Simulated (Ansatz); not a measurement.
Crystal: CdS (Hawleyite).

```
Cd S
1.0
     0.00000    2.91650    2.91650
     2.91650    0.00000    2.91650
     2.91650    2.91650    0.00000
Cd S
1 1
Direct
  0.00000 0.00000 0.00000
  0.75000 0.75000 0.75000
```

- Program: Ansatz 0.2.0
- Task: relaxation of cell and atoms
- Functional: RPBE
- Dispersion: D3(BJ)
- Potentials or basis: all-electron LAPW, scalar-relativistic
- Basis error allowed: 0.001 eV/atom
- k mesh: 8 × 8 × 8
- Occupations: fermi-dirac, width 0.05 eV
- Spin: no spin polarisation

At the start: volume 24.81 Å³/atom.

**Question.** How do energy, volume and symmetry change on relaxing?

**Answer.** Over 4 steps the energy falls by 17.9 meV/atom and the volume is 23.33 Å³/atom (-5.9 %); space group F-43m (No. 216, to 0.05 Å).

The path:
```csv
step,energy change (eV),largest force (eV/Å),volume (Å³)
1,0.0000,0.0000,49.62
2,-0.0357,0.0000,46.74
3,-0.0358,0.0000,46.66
4,-0.0358,0.0000,46.66
```

Final structure:
```
CELL_PARAMETERS angstrom
0.00000 2.85749 2.85749
2.85749 0.00000 2.85749
2.85749 2.85749 0.00000
ATOMIC_POSITIONS crystal
Cd 0.00000 0.00000 0.00000
S 0.75000 0.75000 0.75000
```
